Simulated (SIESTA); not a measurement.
Ga:

```xyz
2
Lattice="1.4500 -4.0650 0.0000 1.4500 4.0650 0.0000 0.0000 0.0000 3.1700" Properties=species:S:1:pos:R:3 pbc="T T T"
Ga    1.4500    2.9837    2.3775
Ga    1.4500   -2.9837    0.7925
```

This isn't the form of Ga at room conditions, which is orthorhombic.

| Item | Value |
| --- | --- |
| Program | SIESTA 5.4.2 |
| Task | single point |
| Functional | PBE |
| Potentials or basis | PseudoDojo 0.4 standard (PBE files) |
| Basis | DZP (energy shift 0.003 Ry; two zetas on semicore shells) |
| Grid cutoff | 800 Ry |
| Energy shift | 0.003 Ry |
| k mesh | 10 × 10 × 8 |
| Occupations | fermi-dirac, width 0.05 eV |
| Spin | no spin polarisation |

On this cell: pressure 1.2 GPa; largest force 0.158 eV/Å; band gap on the k mesh none (metal or under the smearing width).

The same run follows on a disturbed copy (atoms moved at random, drawn with an rms of 0.05 Å):

```xyz
2
Lattice="1.4500 -4.0650 0.0000 1.4500 4.0650 0.0000 0.0000 0.0000 3.1700" Properties=species:S:1:pos:R:3 pbc="T T T"
Ga    1.4881    3.0120    2.3844
Ga    1.4634   -2.9140    0.8305
```

What changes?

The energy (extrapolated to zero smearing) moves by -0.7 meV/atom; pressure 1.2 GPa; largest force 0.059 eV/Å; band gap on the k mesh none (metal or under the smearing width).

Forces on the atoms (eV/Å):
```
Ga  -0.005  0.037  0.045
Ga   0.005 -0.037 -0.045
```

Stress tensor (GPa, compression positive):
```
-0.06 -0.04 -0.02
-0.04  1.22  0.01
-0.02  0.01  2.44
```

Caveats: the basis of atomic orbitals isn't converged, which shifts pressures, moduli and gaps.
